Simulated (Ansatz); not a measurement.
Set up this calculation in Ansatz 0.2.0, as the native input.

| Quantity | Value |
| --- | --- |
| Task | relaxation of cell and atoms |
| Functional | PBE |
| Potentials or basis | Ansatz PAW |
| Cutoff | 420 eV (not typed: the program's choice for these potentials) |
| k mesh | 6 × 6 × 2 |
| Occupations | fermi-dirac, width 0.05 eV |
| Spin | no spin polarisation |
| Target pressure | 20 GPa |
| Target pressure (GPa) | 20 |

Crystal: InSe.

```xyz
8
Lattice="4.0473 0.0000 0.0000 -2.0237 3.5051 0.0000 0.0000 0.0000 18.0521" Properties=species:S:1:pos:R:3 pbc="T T T"
In    0.0000    2.3367    1.3971
In    0.0000    2.3367   16.6550
In    0.0000    0.0000    7.6289
In    0.0000    0.0000   10.4231
Se    0.0000    2.3367    6.3721
Se    0.0000    2.3367   11.6800
Se    2.0237    1.1684    2.6537
Se    2.0237    1.1684   15.3984
```

Measurements of this composition are mostly on another form, of space group No. 160.

The input as run:

input.yaml

```yaml
crystal:
  lattice:
    - [4.0473293151, 0.0, 0.0]
    - [-2.0236646576, 3.5050900044, 0.0]
    - [0.0, 0.0, 18.05206491]
  atoms:
    - { symbol: In, position: [0.3333333333, 0.6666666667, 0.07739049] }
    - { symbol: In, position: [0.3333333333, 0.6666666667, 0.92260951] }
    - { symbol: In, position: [0.0, 0.0, 0.42260632] }
    - { symbol: In, position: [0.0, 0.0, 0.57739368] }
    - { symbol: Se, position: [0.3333333333, 0.6666666667, 0.35298428] }
    - { symbol: Se, position: [0.3333333333, 0.6666666667, 0.64701572] }
    - { symbol: Se, position: [0.6666666667, 0.3333333333, 0.14699993] }
    - { symbol: Se, position: [0.6666666667, 0.3333333333, 0.85300007] }
hamiltonian:
  xc: pbe
  pseudopotentials: { kind: paw }
kpoints:
  mp_grid: { grid: [6, 6, 2] }
scf:
  occupations: { method: fermi_dirac, width: 0.05 }
output:
  forces: true
  stress: true
  eigenvalues: true
relax:
  f_tol: 0.01
  max_steps: 40
  cell: { stress_tol: 0.05, p_target: 20.0 }
```

Potentials or basis: Ansatz PAW.

Launch:

```bash
$ ansatz run input.yaml --threads 4 --pin off --max-ram 11264MiB --backend cpu --events-out ev --progress --plain --runs-dir out
```

It gave:

```
Relaxed volume                                         : 22.24 Å³/atom
Relaxed cell                                           : a = 3.666 Å, b = 3.666 Å, c = 15.286 Å, α = 90.00°, β = 90.00°, γ = 120.00°
Space group after relaxing (to 0.05 Å)                 : P-6m2 (No. 187)
Energy change on relaxing (the enthalpy is what falls) : +396.6 meV/atom
Ionic steps                                            : 9
Pressure after relaxing                                : 20.0 GPa
Band gap on the k mesh                                 : 0.57 eV, indirect (least direct gap 1.38 eV)
```

Caveat: the volume moved by over 15 % at a fixed basis, so the end points are rough; the plane-wave basis is chosen anew once the cell has moved, so the energies of steps on either side of that aren't comparable; spin-orbit coupling is left out, which moves the levels of the heavy elements; this functional lacks dispersion, which binds the layers, so the pressure and a relaxed spacing across them are unreliable.

Wall time 56 s on 4 threads of Arm Neoverse V2, on a shared host, peak memory 0.64 GiB.
